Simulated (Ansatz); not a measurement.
ZnSe (Stilleite): phonons with PBEsol

**Experimental background.**

From “Alloy Disordering Effects on the Thermal Conductivity and Energy Gap Temperature Dependence of Cd1−xZnxSe Ternary Crystals Grown by the Bridgman Method”, 2023, pmc:10253836, for a bulk crystal of ZnSe at 300 K: band gap 2.695 ± 0.003 eV (an exciton energy, a little under the gap).

A printed reference work, textbook reports, for a bulk crystal of ZnSe: high-frequency dielectric constant 5.9.

The system is ZnSe (Stilleite).

```
Se Zn
1.0
     0.00000    2.83380    2.83380
     2.83380    0.00000    2.83380
     2.83380    2.83380    0.00000
Se Zn
1 1
Direct
  0.75000 0.75000 0.75000
  0.00000 0.00000 0.00000
```

* Program: Ansatz 0.2.0
* Task: phonons
* Functional: PBEsol
* Potentials or basis: Ansatz PAW
* Cutoff: 420 eV (not typed: the program's choice for these potentials)
* k mesh: 6 × 6 × 6
* Occupations: fixed
* Spin: no spin polarisation
* q mesh: 2 × 2 × 2
* Path: [["G", "X", "W", "K", "G", "L", "U", "W", "L", "K"], ["U", "X"]]
* Points for each segment of the path: 8

```yaml
Band_gap_on_the_k_mesh: 1.17 eV, direct
Electronic_dielectric_tensor_diagonal: 7.49
Born_charges_mean_of_the_diagonal: Se -2.05; Zn +2.05 e
Highest_phonon_frequency_LO-TO_splitting_left_out: 206 cm⁻¹
Static_dielectric_tensor_diagonal: 10.58
```

Levels at points of the mesh, in eV from the valence-band top:
| k point | band 10 | band 11 | band 12 | band 13 | band 14 | band 15 | band 16 | band 17 | band 18 |
| --- | --- | --- | --- | --- | --- | --- | --- | --- | --- |
| (0.00, 0.00, 0.00) | -6.19 | -6.19 | 0.00 | 0.00 | 0.00 | 1.17 | 5.74 | 5.74 | 5.74 |
| (0.00, 0.00, -0.50) | -6.17 | -6.03 | -5.28 | -0.87 | -0.87 | 2.45 | 6.31 | 6.31 | 8.39 |
| (0.00, -0.50, -0.50) | -6.14 | -6.01 | -4.78 | -2.21 | -2.21 | 2.84 | 3.38 | 10.59 | 11.17 |
| (-0.50, 0.00, 0.00) | -6.17 | -6.03 | -5.28 | -0.87 | -0.87 | 2.45 | 6.31 | 6.31 | 8.39 |
| (-0.50, 0.00, -0.50) | -6.14 | -6.01 | -4.78 | -2.21 | -2.21 | 2.84 | 3.38 | 10.59 | 11.17 |

Phonon frequencies in cm⁻¹ (negative: imaginary):
| q point | frequencies |
| --- | --- |
| (0.000, 0.000, 0.000) | 0 0 0 202 202 202 |
| (0.000, 0.000, -0.500) | 54 54 168 203 203 206 |
| (0.000, -0.500, -0.500) | 69 69 188 195 206 206 |

Electronic dielectric tensor:
```
7.49 0.00 0.00
0.00 7.49 0.00
0.00 0.00 7.49
```

Born effective charge tensors (e):
atom 1, Se
```
-2.05  0.00  0.00
 0.00 -2.05  0.00
 0.00  0.00 -2.05
```
atom 2, Zn
```
2.05 0.00 0.00
0.00 2.05 0.00
0.00 0.00 2.05
```

Static dielectric tensor, electrons and zone-centre modes:
```
10.58  0.00  0.00
 0.00 10.58  0.00
 0.00  0.00 10.58
```

Run time: 54 s on 2 threads of Intel(R) Xeon(R) Processor @ 2.70GHz, with other jobs on the host, peak memory 0.63 GiB.

A measured gap of ZnSe is 2.695 eV (an exciton energy, a little under the gap; 300 K; “Alloy Disordering Effects on the Thermal Conductivity and Energy Gap Temperature Dependence of Cd1−xZnxSe Ternary Crystals Grown by the Bridgman Method”, 2023, pmc:10253836); the calculated 1.17 eV misses it by -1.53 eV. So large a miss can be the level of theory's own, or it may mean another phase, state or a wrong row. Spin-orbit coupling on Se is left out. The value is that of PBEsol, without temperature or zero-point motion. Semilocal functionals fall short of measured gaps as a rule. Against the measured high-frequency dielectric constant of ZnSe, 5.9 (a printed reference work, textbook), the calculated 7.49 is off by +27.0 %.

Caveat: the q mesh is small, so phonon branches between its points and thermal values are rough.
